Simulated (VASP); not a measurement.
# GaN (I4/mmm) in VASP: notebook

Runs on GaN. Level: PBEsol. Tasks: single point.

Program: VASP 6.6.1. These are calculated values, not measurements. Logs are shortened: lines on timing, memory, paths and dates and some standing lists are left out, and cuts for length are marked.

## 1. The cell of the first run

Symmetry: I4/mmm, No. 139, tetragonal system. The conventional cell has a = 3.020 Å, b = 3.020 Å, c = 4.399 Å, α = 90.00°, β = 90.00°, γ = 90.00°. Ga (site symmetry 4/mmm) is surrounded by 6 N at 2.14 to 2.20 Å. N (site symmetry 4/mmm) has 6 Ga at 2.14 to 2.20 Å as nearest neighbours.

Measurements of this composition are mostly on another form, of space group No. 186.

## 2. Single point, PBEsol (strain +0.0300 x Voigt [0, 1, 0, 0, 0, 0], atoms carried along)

INCAR reads:

```
SYSTEM = GaN
ALGO = Normal ; EDIFF = 1E-7
ENCUT = 520 ; GGA = PS
ISIF = 2 ; ISMEAR = 0
LASPH = .True. ; LCHARG = .True.
LELF = .True. ; LREAL = .False.
LVHAR = .True. ; LWAVE = .False.
NBANDS = 16 ; NELM = 100
PREC = Accurate ; SIGMA = 0.03
```

KPOINTS reads:

```
k-points
0
Gamma
  14 14 14
  0 0 0
```

POSCAR reads:

```
GaN
1.0
    0.0000000000      2.1992920500      2.1352350000
    2.1352350000      0.0000000000      2.1352350000
    2.1352350000      2.1992920500      0.0000000000
Ga N
1 1
Direct
    0.0000000000      0.0000000000      0.0000000000
    0.5000000000      0.5000000000      0.5000000000
```

Potentials or basis: VASP PAW PBE potentials, release 64 (Ga_d, N).

Command:

```sh
> cat potpaw_PBE.64/Ga_d/POTCAR potpaw_PBE.64/N/POTCAR > POTCAR
> mpirun -np 1 vasp_std > vasp.out
```

OUTCAR:

```text
SYSTEM = GaN
   EDIFF = 1E-7
   ENCUT = 520
   GGA = PS
   ISIF = 2
   ISMEAR = 0
   LASPH = .True.
   LREAL = .False.
   NELM = 100
   PREC = Accurate

 ion  position               nearest neighbor table
   1  0.000  0.000  0.000-   2 2.14   2 2.14   2 2.14   2 2.14   2 2.20   2 2.20
   2  0.500  0.500  0.500-   1 2.14   1 2.14   1 2.14   1 2.14   1 2.20   1 2.20

  LATTYP: Found a body centered tetragonal cell.
 ALAT       =     3.0196782959
 C/A-ratio  =     1.4566399692

  Lattice vectors:

 A1 = (   0.0000000000,  -2.1992920500,   2.1352350000)
 A2 = (   0.0000000000,  -2.1992920500,  -2.1352350000)
 A3 = (   2.1352350000,   2.1992920500,   0.0000000000)

Analysis of symmetry for initial positions (statically):
=====================================================================
 Subroutine PRICEL returns:
 Original cell was already a primitive cell.

 Routine SETGRP: Setting up the symmetry group for a
 body centered tetragonal supercell.

 Subroutine GETGRP returns: Found 16 space group operations
 (whereof 16 operations were pure point group operations)
 out of a pool of 16 trial point group operations.

The static configuration has the point symmetry D_4h.

Analysis of symmetry for dynamics (positions and initial velocities):
=====================================================================
 Subroutine PRICEL returns:
 Original cell was already a primitive cell.

 Routine SETGRP: Setting up the symmetry group for a
 body centered tetragonal supercell.

 Subroutine GETGRP returns: Found 16 space group operations
 (whereof 16 operations were pure point group operations)
 out of a pool of 16 trial point group operations.

The dynamic configuration has the point symmetry D_4h.

 Subroutine INISYM returns: Found 16 space group operations
 (whereof 16 operations are pure point group operations),
 and found     1 'primitive' translations

----------------------------------------------------------------------------------------

                                     Primitive cell

  volume of cell :      20.0542

  direct lattice vectors                    reciprocal lattice vectors
     0.000000000  2.199292050  2.135235000    -0.234166263  0.227345886  0.234166263
     2.135235000  0.000000000  2.135235000     0.234166263 -0.227345886  0.234166263
     2.135235000  2.199292050  0.000000000     0.234166263  0.227345886 -0.234166263

  length of vectors
     3.065308145  3.019678296  3.065308145     0.401688722  0.401688722  0.401688722

[... 81 lines left out ...]
   LREAL  =      F    real-space projection
   EDIFFG = 0.1E-05   stopping-criterion for IOM
   NSW    =      0    number of steps for IOM
   IBRION =     -1    ionic relax: 0-MD 1-quasi-New 2-CG
   NFREE  =      0    steps in history (QN), initial steepest desc. (CG)
   ISIF   =      2    stress and relaxation
   ISYM   =      2    0-nonsym 1-usesym 2-fastsym
   POTIM  = 0.5000    time-step for ionic-motion
   TEBEG  =    0.0;   TEEND  =   0.0 temperature during run
   PSTRESS=    0.0 pullay stress
   NELECT =      18.0000    total number of electrons
   NUPDOWN=      -1.0000    fix difference up-down
   EMIN   =  10.00;   EMAX   =-10.00  energy-range for DOS
   EFERMI =   0.00;   METHOD = LEGACY
   ISMEAR =     0;   SIGMA  =   0.03  broadening in eV -4-tet -1-fermi 0-gaus
   EFERMI_NEDOS =   21; number of points for ismear=-14 and -15
   IALGO  =     38    algorithm
   IMIX   =      4    mixing-type and parameters
     AMIX     =   0.40;   BMIX     =  1.00
     AMIX_MAG =   1.60;   BMIX_MAG =  1.00
  volume/ion in A,a.u.               =      10.03        67.67
  Fermi-wavevector in a.u.,A,eV,Ry     =   1.579177  2.984213 33.930225  2.493801
  Thomas-Fermi vector in A             =   2.679596
   LORBIT       =      0    0 simple, 1 ext, 2 COOP (PROOUT), +10 PAW based schemes
   GGA     = PS    functional components
   LHFCALC =     F    Hartree Fock is set to
   AEXX    =    0.0000 exact exchange contribution
   IVDW    =     0    specifies the selected vdW correction
   LEPSILON=     F    determine dielectric tensor
   LRPA    =     F    only Hartree local field effects (RPA)
 non-spin polarized calculation
 Gauss-broadening in eV      SIGMA  =   0.03
  energy-cutoff  :      520.00
  volume of cell :       20.05
 maximum number of plane-waves:       552
   NGX = 11   NGY = 11   NGZ = 11

 number of electron      17.9999996 magnetization

 Free energy of the ion-electron system (eV)
  ---------------------------------------------------
  ext. energy  EPLUGINS =         0.00000000
  ---------------------------------------------------
  free energy    TOTEN  =       -12.20532655 eV

  energy without entropy =      -12.20529514  energy(sigma->0) =      -12.20531084

 E-fermi :   7.0950     XC(G=0): -12.9348

 val. band max:        7.0663539579   @ k =  -0.2143   0.0000   0.1429
 cond. band min:       7.1029569911   @ k =   0.5000   0.5000   0.0000
 fundamental gap:      0.0366030332
 Fermi energy:         7.0950168416

 k-point     1 :       0.0000    0.0000    0.0000
  band No.  band energies     occupation
      1      -9.6989      2.00000
      2      -6.9296      2.00000
      3      -6.9168      2.00000
      4      -6.9168      2.00000
      5      -6.8555      2.00000
      6      -6.8199      2.00000
[... 433 lines left out ...]
      3      -6.9303      2.00000
      4      -6.8916      2.00000
      5      -6.7829      2.00000
      6      -6.7518      2.00000
[... 8 lines left out ...]
     15      26.0436      0.00000
     16      27.0387      0.00000

 [... further k-points ...]

------------------------ aborting loop because EDIFF is reached ----------------------------------------

  FORCE on cell =-STRESS in cart. coord.  units (eV):
  Direction    XX          YY          ZZ          XY          YZ          ZX
  --------------------------------------------------------------------------------------
  -------------------------------------------------------------------------------------
  Total       -1.4129983     -1.8156913     -1.4129983      0.0000000     -0.0000000      0.0000000
  in kB     -112.8880496   -145.0602174   -112.8880496      0.0000000     -0.0000000      0.0000000
  external PRESSURE =    -123.6121055 kB  Pullay stress =       0.0000000 kB

 VOLUME and BASIS-vectors are now :
 -----------------------------------------------------------------------------
  energy-cutoff  :      520.00
  volume of cell :       20.05
      direct lattice vectors                 reciprocal lattice vectors
     0.000000000  2.199292050  2.135235000    -0.234166263  0.227345886  0.234166263
     2.135235000  0.000000000  2.135235000     0.234166263 -0.227345886  0.234166263
     2.135235000  2.199292050  0.000000000     0.234166263  0.227345886 -0.234166263

 POSITION                                       TOTAL-FORCE (eV/Angst)
 -----------------------------------------------------------------------------------
      0.00000      0.00000      0.00000         0.000000      0.000000      0.000000
      2.13524      2.19929      2.13524        -0.000000     -0.000000      0.000000
 -----------------------------------------------------------------------------------
    total drift:                                0.000000     -0.000000     -0.000000

  FREE ENERGIE OF THE ION-ELECTRON SYSTEM (eV)
  ---------------------------------------------------
  free  energy   TOTEN  =       -12.2053265497 eV

  energy  without entropy=      -12.2052951382  energy(sigma->0) =      -12.20531084
```

Wall time 47 s (1 thread of AMD EPYC 9R45 (Zen 5), shared host); peak memory 0.17 GiB.

What came out:

```
Free energy            : -12.2053 eV
Pressure               : -12.4 GPa
Band gap on the k mesh : 0.04 eV, indirect (least direct gap 1.86 eV)
```

Caveat: the PAW data sets were made with another functional, which shifts forces and pressure a little.

## 3. Single point, PBEsol (strain +0.0450 x Voigt [0, 1, 0, 0, 0, 0], atoms carried along)

INCAR reads:

```
SYSTEM = GaN
  ALGO = Fast
  EDIFF = 1E-6
  ENCUT = 520
  GGA = PS
  ISIF = 2
  ISMEAR = 0
  LASPH = .TRUE.
  LCHARG = .FALSE.
  LREAL = .FALSE.
  LWAVE = .FALSE.
  NBANDS = 16
  NELM = 100
  PREC = Accurate
  SIGMA = 0.03
```

KPOINTS reads:

```
k-points
0
G
  14 14 14
  0 0 0
```

POSCAR reads:

```
GaN
1.0
    0.0000000000      2.2313205750      2.1352350000
    2.1352350000      0.0000000000      2.1352350000
    2.1352350000      2.2313205750      0.0000000000
Ga N
1 1
Direct
    0.0000000000      0.0000000000      0.0000000000
    0.5000000000      0.5000000000      0.5000000000
```

Potentials or basis: VASP PAW PBE potentials, release 64 (Ga_d, N).

Command:

```sh
> cat potpaw_PBE.64/Ga_d/POTCAR potpaw_PBE.64/N/POTCAR > POTCAR
> mpirun -np 1 vasp_std > vasp.out
```

It took 45 s on 1 thread of AMD EPYC 9R45 (Zen 5), shared host; peak memory 0.16 GiB.

Results (log left out):

```
Free energy            : -12.1766 eV
Pressure               : -14.5 GPa
Band gap on the k mesh : none (metal or under the smearing width)
```

Stress tensor (GPa, compression positive):
```
-13.16   0.00   0.00
  0.00 -17.29   0.00
  0.00   0.00 -13.16
```

Levels at points of the mesh, in eV from the Fermi level:
```
           k point  band 5  band 6  band 7  band 8  band 9  band 10  band 11  band 12  band 13  band 14
(0.00, 0.00, 0.00)  -13.96  -13.91   -0.64   -0.64   -0.26     1.37    13.55    13.90    14.26    14.26
(0.50, 0.00, 0.00)  -13.82  -13.78   -7.99   -0.33   -0.14     4.18     8.19     8.39     8.92    15.44
(0.50, 0.50, 0.00)  -13.75  -10.98   -6.67   -3.25   -2.64    -0.10     7.40    11.24    12.65    13.90
(0.50, 0.00, 0.50)  -13.80  -11.40   -6.75   -2.72   -2.72     0.31     7.87    10.69    13.73    13.73
```

Caveat: the PAW data sets were made with another functional, which shifts forces and pressure a little.

## 4. Single point, PBEsol (strain +0.0600 x Voigt [0, 1, 0, 0, 0, 0], atoms carried along)

INCAR reads:

```
PREC     = Accurate       # precision mode
ENCUT    = 520            # plane-wave cutoff, eV
EDIFF    = 1E-6           # SCF threshold, eV
ISMEAR   = 0              # smearing method
SIGMA    = 0.03           # smearing width, eV
LREAL    = F              # projectors in reciprocal space
LASPH    = T              # aspherical terms in the spheres
NELM     = 60             # most SCF steps
ALGO     = Normal         # electronic algorithm
ISIF     = 2              # what is computed and relaxed
LWAVE    = F              # write WAVECAR
LCHARG   = F              # write CHGCAR
GGA      = PS             # functional
NBANDS   = 16             # bands
```

KPOINTS reads:

```
Automatic mesh
0
Gamma
  14 14 14
```

POSCAR reads:

```
GaN
1.0
    0.0000000000      2.2633491000      2.1352350000
    2.1352350000      0.0000000000      2.1352350000
    2.1352350000      2.2633491000      0.0000000000
Ga N
1 1
Direct
    0.0000000000      0.0000000000      0.0000000000
    0.5000000000      0.5000000000      0.5000000000
```

Command:

```sh
> cat potpaw_PBE.64/Ga_d/POTCAR potpaw_PBE.64/N/POTCAR > POTCAR
> mpirun -np 1 vasp_std > vasp.out
```

Wall time 44 s (1 thread of AMD EPYC 9R45 (Zen 5), shared host); peak memory 0.16 GiB.

Results (log left out):

```
Free energy            : -12.1434 eV
Pressure               : -16.2 GPa
Band gap on the k mesh : none (metal or under the smearing width)
```

Stress tensor (GPa, compression positive):
```
-14.66   0.00   0.00
  0.00 -19.34   0.00
  0.00   0.00 -14.66
```

Levels at points of the mesh, in eV from the Fermi level:
```
           k point  band 7  band 8  band 9  band 10  band 11  band 12
(0.00, 0.00, 0.00)   -0.68   -0.68   -0.20     1.22    13.05    13.75
(0.50, 0.00, 0.00)   -7.93   -0.38   -0.12     4.08     8.04     8.22
(0.50, 0.50, 0.00)   -6.58   -3.33   -2.53    -0.21     7.34    11.15
(0.50, 0.00, 0.50)   -6.67   -2.64   -2.64     0.32     7.95    10.43
```

Caveat: so large a pressure means that the cell lies far from this level's equilibrium, or that cutoff or potentials fall short; the potentials were made for another functional, which shifts forces and pressure.

## 5. The runs side by side

```csv
cell,gap on the mesh (eV),pressure (GPa)
"strain +0.0300 x Voigt [0, 1, 0, 0, 0, 0], atoms carried along",0.04,-12.4
"strain +0.0450 x Voigt [0, 1, 0, 0, 0, 0], atoms carried along",none,-14.5
"strain +0.0600 x Voigt [0, 1, 0, 0, 0, 0], atoms carried along",none,-16.2
```

Alike in all rows: task single point; level PBEsol; potentials or basis VASP PAW PBE potentials, release 64 (Ga_d, N); no spin polarisation; k mesh 14 × 14 × 14; cutoff (eV) 520; smearing gaussian 0.03 eV.

Caveats: the PAW data sets were made with another functional, which shifts forces and pressure a little (some runs); so large a pressure means that the cell lies far from this level's equilibrium, or that cutoff or potentials fall short (some runs); the potentials were made for another functional, which shifts forces and pressure (some runs).

Total energies depend on the potentials used, so only differences within one code and one set of settings carry meaning.
